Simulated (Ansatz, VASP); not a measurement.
## Two plane-wave programs on BaHf3O2

```xyz
6
Lattice="6.5186 0.0000 0.0000 -3.2593 5.6453 0.0000 0.0000 0.0000 2.9177" Properties=species:S:1:pos:R:3 pbc="T T T"
Ba    0.0000    0.0000    0.0000
Hf    3.2593    0.0000    1.4589
Hf    1.6297    2.8227    1.4589
Hf   -1.6297    2.8227    1.4589
O     0.0000    3.7635    0.0000
O     3.2593    1.8818    0.0000
```

Change from the starting cell: species swapped into the ErB2Ru3 type (P6/mmm, No. 191).

Alike in both runs: functional PBE; k mesh 6 × 6 × 12; occupations gaussian, width 0.1 eV; no spin polarisation.

Ansatz relaxed the structure, and its values are those at the end. VASP's run is a single point on that final structure, the one shown.

|  | VASP | Ansatz |
| --- | --- | --- |
| version | VASP 6.6.1 | Ansatz 0.2.0 |
| potentials or method | VASP PAW PBE potentials, release 64 (Ba_sv, Hf_pv, O) | scalar-relativistic, plane waves, PAW |
| plane-wave cutoff (eV) | 520 | 420 |
| valence electrons in the cell | 52 | 100 |

|  | VASP | Ansatz | Ansatz less VASP |
| --- | --- | --- | --- |
| gap on the k mesh at the Fermi level (eV) | none | none | - |
| pressure (GPa) | -0.2 | 0.0 | +0.26 |

A gap of «none» marks a metal or a gap that the smearing closes. With one functional, cell and mesh, what is left measures potentials, basis and numerics. The two sets of potentials don't hold the same shells in valence.

Spin-orbit coupling is left out, which matters for the levels of Ba, Hf.
